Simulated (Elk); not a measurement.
An input for Elk 11.2.3 (patched build) (RbCl (Fm-3m)):

```
tasks
  180

xctype
  20

rgkmax
  8.5

gmaxvr
  18.0

lmaxapw
  10

lmaxo
  8

nxlo
  2

lorbcnd
  .true.

autolinengy
  .true.

tshift
  .false.

ngridk
  4 4 4

vkloff
  0.05 0.15 0.25

nempty
  10

swidth
  0.00551

scissor
  0.11215

gmaxrf
  2.5

wplot
  341 100 0
  0.0 0.6271

optcomp
  1 1
  2 2
  3 3

sppath
  './'

avec
  -0.0000000000 6.2162540870 6.2162540870
  6.2162540870 -0.0000000000 6.2162540870
  6.2162540870 6.2162540870 -0.0000000000

atoms
  2
  'Rb.in'
  1
  0.0000000000 0.0000000000 0.0000000000
  'Cl.in'
  1
  0.5000000000 0.5000000000 0.5000000000
```

```sh
OMP_NUM_THREADS=4 elk > log
```

**Question.** How long will it take on 4 threads of Arm Neoverse V1, shared host, and how much memory?

It took 65 s; on shared hardware allow 32 s to 2.2 min. Peak host memory was 0.18 GiB.

[Paths, hosts, dates, memory and timing lines, banners, echoed tables and standing remarks are left out of the program output.]

[Logs are printed without paths, hosts, clocks, repeated set-up lines and the standing remarks that a program may print on its own settings, such as how far it seeks lower states.]

[Runs of the session that timed out or met a known fault of the program may be left out.]

[Hosts, paths, dates, database ids (printed as entryN), source tags and the programs' standing remarks are cut or masked in the printed files.]
